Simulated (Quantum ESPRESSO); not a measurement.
**Ag in Quantum ESPRESSO: the effect of functional**

The system is Ag.

```
Ag
1.0
     0.00000    2.04275    2.04275
     2.04275    0.00000    2.04275
     2.04275    2.04275    0.00000
Ag
1
Direct
  0.00000 0.00000 0.00000
```

Alike in all runs:

* Program: Quantum ESPRESSO 7.5
* Task: phonon dispersion
* Cutoff: 762 eV
* Density cutoff: 6095 eV
* k mesh: 8 × 8 × 8
* Occupations: cold, width 0.2 eV
* Spin: no spin polarisation

Each run relaxes the cell or the atoms first.

```csv
functional,potentials or basis,relaxed volume (Å³/atom),highest phonon frequency (cm⁻¹)
LDA,GBRV 1.5 LDA,16.01,194
PBE,GBRV 1.5 PBE,?,?
PBEsol,GBRV 1.5 PBEsol,16.67,182
```

Question: What does the run with functional PBE give?

Answer: Relaxed volume 17.92 Å³/atom; highest phonon frequency 161 cm⁻¹.

Caveats: the mesh is thin for the phonons of a metal.
